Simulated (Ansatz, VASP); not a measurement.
**Pb: VASP beside Ansatz**

```
Pb
1.0
     0.00000    2.54012    2.54012
     2.54012    0.00000    2.54012
     2.54012    2.54012    0.00000
Pb
1
Direct
  0.00000 0.00000 0.00000
```

Alike in both runs: task single point; functional PBE; dispersion D4; k mesh 9 × 9 × 9; occupations gaussian, width 0.05 eV; no spin polarisation.

```csv
,VASP,Ansatz
version,VASP 6.6.1,Ansatz 0.2.0
potentials or method,"VASP PAW PBE potentials, release 64 (Pb_d)",SSSP precision PAW
plane-wave cutoff (eV),520,612
valence electrons in the cell,14,14
```

Ansatz gave:

* gap on the k mesh at the Fermi level (eV): none
* pressure (GPa): -2.8
* dispersion energy (meV/atom): -400.2

Q: Estimate VASP's values.

A: gap on the k mesh at the Fermi level (eV): none; pressure (GPa): -2.9; dispersion energy (meV/atom): -400.0.

A gap of «none» marks a metal or a gap that the smearing closes.

Caveats: pairwise dispersion overbinds metals, which lowers pressure and volume. The runs have no spin-orbit coupling, so splittings on Pb are missing.
